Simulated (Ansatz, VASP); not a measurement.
**SrCl2 in VASP and in Ansatz**

```xyz
3
Lattice="0.0000 3.4837 3.4837 3.4837 0.0000 3.4837 3.4837 3.4837 0.0000" Properties=species:S:1:pos:R:3 pbc="T T T"
Sr    0.0000    0.0000    0.0000
Cl    1.7418    1.7418    1.7418
Cl    5.2255    5.2255    5.2255
```

Alike in both runs: task single point; functional PBE; k mesh 6 × 6 × 6; occupations gaussian, width 0.02 eV; no spin polarisation.

```csv
,VASP,Ansatz
version,VASP 6.6.1,Ansatz 0.2.0
potentials or method,"VASP PAW PBE potentials, release 64 (Sr_sv, Cl)","scalar-relativistic, plane waves, PAW"
plane-wave cutoff (eV),520,420
valence electrons in the cell,24,24
```

```tsv
	VASP	Ansatz	Ansatz less VASP
gap on the k mesh at the Fermi level (eV)	5.35	5.36	+0.005
least direct gap on the mesh (eV)	5.50	5.51	+0.003
pressure (GPa)	1.2	1.1	-0.08
```

A k mesh can miss the band edges. Expect the measured gap to be larger: semilocal functionals such as PBE lack the derivative discontinuity.
